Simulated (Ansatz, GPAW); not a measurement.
Given: the input of a run of GPAW 26.7.0 (ASE script) on Se. This isn't the form of Se at room conditions, which is trigonal, of chains.

The input run.py:

```python
from ase.dft.bandgap import bandgap
from ase.io import read, write
from ase.units import GPa
from gpaw import GPAW, PW

atoms = read('POSCAR')

calc = GPAW(mode=PW(600),
            xc='LDA',
            kpts={'size': (10, 10, 6), 'gamma': True},
            occupations={'name': 'methfessel-paxton', 'order': 0, 'width': 0.05},
            nbands=14,
            convergence={'density': 1e-05, 'energy': 1e-05},
            maxiter=150,
            txt='gpaw.txt')
atoms.calc = calc
energy = atoms.get_potential_energy()
forces = atoms.get_forces()
stress = atoms.get_stress()
calc.write('gs.gpw')
write('result.traj', atoms)
print(f'Energy: {energy:.6f} eV')
print('Forces (eV/A):')
print(forces.round(4))
print('Stress (GPa):', (stress / GPa).round(3))
print('Fermi level:', round(calc.get_fermi_level(), 4), 'eV')
print(f'Gap: {bandgap(calc)[0]:.4f} eV, direct: {bandgap(calc, direct=True)[0]:.4f} eV')
```

The input POSCAR:

```
Se
1.0
    1.3942694300     -4.0390027650      0.0000000000
    1.3942694300      4.0390027650      0.0000000000
    0.0000000000      0.0000000000      4.6134314000
Se
2
Direct
    0.9356553200      0.0643446800      0.2500000000
    0.0643446800      0.9356553200      0.7500000000
```

Potentials or basis: the program's PAW data sets (release 1.2.1) made for this functional, pw.

Command:

```sh
$ OMP_NUM_THREADS=1 python run.py
```

Q: What does the same run look like in Ansatz 0.2.0? Potentials or basis there: all-electron LAPW, scalar-relativistic.

A: As run (cutoffs and basis follow the program's own potentials, and thresholds, step limits or extra output files can differ):

The input input.yaml:

```yaml
crystal:
  lattice:
    - [1.39426943, -4.039002765, 0.0]
    - [1.39426943, 4.039002765, 0.0]
    - [0.0, 0.0, 4.6134314]
  atoms:
    - { symbol: Se, position: [0.93565532, 0.06434468, 0.25] }
    - { symbol: Se, position: [0.06434468, 0.93565532, 0.75] }
kpoints:
  mp_grid: { grid: [10, 10, 6] }
scf:
  occupations: { method: gaussian, width: 0.05 }
hamiltonian:
  xc: lda
  pseudopotentials: { kind: all_electron, lapw: { basis_error: 0.001 } }
output:
  forces: true
  stress: true
  eigenvalues: true
```

Potentials or basis: all-electron LAPW, scalar-relativistic.

Run with:

```bash
$ ansatz run input.yaml --threads 1 --pin off --max-ram 3072MiB --backend cpu --events-out ev --progress --plain --runs-dir out
```

Both were run:

|  | GPAW | Ansatz |
| --- | --- | --- |
| Pressure | -2.7 GPa | -2.6 GPa |
| Largest force | 0.140 eV/Å | 0.147 eV/Å |

Where Ansatz's input types no cutoff or centring, it takes its own default and a Γ-centred mesh.

The two programs' LDA may be different fits to the electron gas.

Pressure is positive in compression.
